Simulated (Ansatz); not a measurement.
Runs of Ansatz 0.2.0 on Al. It takes space group Fm-3m (No. 225, cubic). The conventional cell has a = 4.050 Å, b = 4.050 Å, c = 4.050 Å, α = 90.00°, β = 90.00°, γ = 90.00°. Al (site symmetry m-3m) is surrounded by 12 Al at 2.86 Å. 

```csv
task,level,potentials or basis,spin,k mesh,cutoff (eV),smearing,other functionals evaluated on the density,moments locked,basis error allowed,other keys,gap on the mesh (eV),pressure (GPa),moment (μB)
single point,RPBE+D3(BJ),"all-electron LAPW, point nuclei","collinear, ferromagnetic start",11 × 11 × 11,320,fermi-dirac 0.15 eV,"PBE, RPBE, BLYP",-,0.001 eV/atom,basis.ecutwfc = 320,none,(a),0.00
density of states,PBEsol+D3(BJ),"all-electron LAPW, relativistic spinors","non-collinear, random start, SOC",8 × 8 × 8,162,fermi-dirac 0.05 eV,-,-,0.00025 eV/atom,hamiltonian.pseudopotentials.lapw.basis_error = 0.00025,none,-5.0,0.00
atomic charges,PBEsol,"all-electron LAPW, relativistic spinors","non-collinear, ferromagnetic start, SOC",8 × 8 × 8,116,fermi-dirac 0.15 eV,-,-,0.002 eV/atom,-,none,(b),0.00
atomic charges,LDA,"all-electron LAPW, scalar-relativistic","collinear, ferromagnetic start, moments held on the sites",11 × 11 × 11,146,fermi-dirac 0.05 eV,-,"each atom's moment, at its start value",0.0005 eV/atom,-,none,-,0.72
band structure,BLYP,all-electron PAW datasets made for the crystal,"collinear, ferromagnetic start",11 × 11 × 11,140,gaussian 0.01 eV,-,-,-,-,-,3.0,0.05
```

Alike in all rows: cell as given.

Question: Estimate the missing entries.

Answer: (a) -19.1; (b) -1.9.

Caveats: the starting moments weren't kept (some runs); pairwise dispersion overbinds metals, which lowers pressure and volume (some runs); the k mesh is thin for a metal, which can move the energy by tens of meV per atom (some runs); so large a pressure means that the cell lies far from this level's equilibrium, or that cutoff or potentials fall short (some runs); the basis missed its error target (some runs); the SCF stop doesn't bound the stress (some runs); each atom's moment is held at its typed value, so this isn't a free magnetic state (some runs).

A gap of «none» marks a metal or a gap under the smearing width.

The runs don't all hold the same shells in valence.

Runs at the PBE level aren't shown here.
